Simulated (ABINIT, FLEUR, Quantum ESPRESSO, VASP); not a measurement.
# In: programs and potentials compared

```xyz
3
Lattice="3.3355 0.0000 0.0000 -1.6677 2.8886 0.0000 0.0000 0.0000 20.5091" Properties=species:S:1:pos:R:3 pbc="T T T"
In    0.0000    1.9257    7.5000
In    1.6677    0.9629   10.2546
In    0.0000    1.9257   13.0091
```

Alike in all runs: functional PBE; k mesh 9 × 9 × 1; occupations fermi-dirac, width 0.05 eV; no spin polarisation; no spin-orbit coupling.

```csv
program and potentials,plane-wave cutoff (eV),notes,largest force (eV/Å)
"VASP, PBE PAW files In_d, 520 eV",520,-,0.061
"ABINIT, JTH PAW PBE v2.0",599,-,0.082
"Quantum ESPRESSO, PseudoDojo 0.4.1 SR PBE standard",952,-,0.058
"FLEUR, all-electron, FLAPW",-,-,0.059
```

Force on atom 1 (In), eV/Å:

```
                            program and potentials      x      y       z
                  VASP, PBE PAW files In_d, 520 eV  0.000  0.000  -0.061
                          ABINIT, JTH PAW PBE v2.0  0.000  0.000  -0.082
Quantum ESPRESSO, PseudoDojo 0.4.1 SR PBE standard  0.000  0.000  -0.058
                        FLEUR, all-electron, FLAPW  0.000  0.000  -0.059
```

The functional is the same throughout but for its coding, so the spread measures potentials, basis and numerics; runs on potential files found faulty are left out.
